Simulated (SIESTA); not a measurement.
The system is InPd.

```
In Pd
1.0
     3.27188    0.00000    0.00000
     0.00000    3.27188    0.00000
     0.00000    0.00000    3.27188
In Pd
1 1
Direct
  0.00000 0.00000 0.00000
  0.50000 0.50000 0.50000
```

The cell comes from a database or a generator and needn't be the stable form of this composition.

Base run:

- Program: SIESTA 5.4.2
- Functional: optB88-vdW
- Potentials or basis: PseudoDojo 0.4 standard (PBE files)
- Basis: DZP (energy shift 0.003 Ry; two zetas on semicore shells)
- Grid cutoff: 800 Ry
- Energy shift: 0.003 Ry
- k mesh: 8 × 8 × 8
- Occupations: fermi-dirac, width 0.05 eV
- Spin: no spin polarisation

Its results: band gap on the k mesh none (metal or under the smearing width); pressure 4.3 GPa.

Task: After a change of settings the same cell gave: band gap on the k mesh none (metal or under the smearing width); pressure 6.3 GPa. Which change was it?
A. functional from optB88-vdW to PBE
B. functional from optB88-vdW to PBE; basis from DZP (energy shift 0.003 Ry; two zetas on semicore shells) to TZP (energy shift 0.003 Ry; two zetas on semicore shells)
C. functional from optB88-vdW to VV10
D. functional from optB88-vdW to vdW-DF2

Result: C.

Caveats: the potentials were made for another functional, which shifts forces and pressure; the basis of atomic orbitals isn't converged, which shifts pressures, moduli and gaps; the non-local part is tabulated coarsely and may be off by about a percent (some runs).
